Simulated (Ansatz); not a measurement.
# AlPt: the cost of one run

Computed with Ansatz 0.2.0 (DFT PBEsol, scalar-relativistic, plane waves, PAW, unless a step's input says otherwise).

## (1) The starting structure

The structure is cubic, space group Pm-3m (No. 221). The conventional cell has a = 3.092 Å, b = 3.092 Å, c = 3.092 Å, α = 90.00°, β = 90.00°, γ = 90.00°. Around Al (site symmetry m-3m) lie 8 Pt at 2.68 Å. Pt (site symmetry m-3m) has 8 Al at 2.68 Å as nearest neighbours.

As a file:

```cif
data_structure
_symmetry_space_group_name_H-M 'P 1'
_symmetry_Int_Tables_number 1
_cell_length_a 3.0915
_cell_length_b 3.0915
_cell_length_c 3.0915
_cell_angle_alpha 90.000
_cell_angle_beta 90.000
_cell_angle_gamma 90.000
_cell_volume 29.55
loop_
_atom_site_label
_atom_site_type_symbol
_atom_site_fract_x
_atom_site_fract_y
_atom_site_fract_z
_atom_site_occupancy
Al1 Al 0.00000 0.00000 0.00000 1
Pt1 Pt 0.50000 0.50000 0.50000 1
```

It goes back to an entry of the Materials Project, which need not be the stable form.

The cell is taken as given, not relaxed at this level.

## (2) Zero of energy

Reference values: F = -12910.2224 eV; pressure -5.69 GPa; largest force 0.000 eV/Å; gap on the mesh none (metal). It was computed beforehand with the settings of the runs below.

## (3) Setting up a two-dimensional strain map

The cell is strained by p along both x and y and by q along z, with fractional coordinates fixed.

## (4) At p = -0.050, q = -0.050

The input, input.yaml:

```yaml
crystal:
  lattice:
    - [2.9369687, 0.0, 0.0]
    - [0.0, 2.9369687, 0.0]
    - [0.0, 0.0, 2.9369687]
  atoms:
    - { symbol: Al, position: [0.0, 0.0, 0.0] }
    - { symbol: Pt, position: [0.5, 0.5, 0.5] }
basis:
  ecutwfc: 420
kpoints:
  mp_grid: { grid: [16, 16, 16] }
hamiltonian:
  xc: pbesol
scf:
  occupations: { method: gaussian, width: 0.15 }
output:
  forces: true
  stress: true
  eigenvalues: true
```

What time and memory should one allow on 1 thread of an Arm CPU, shared host?

About 3.3 s, with a peak of 0.32 GiB.
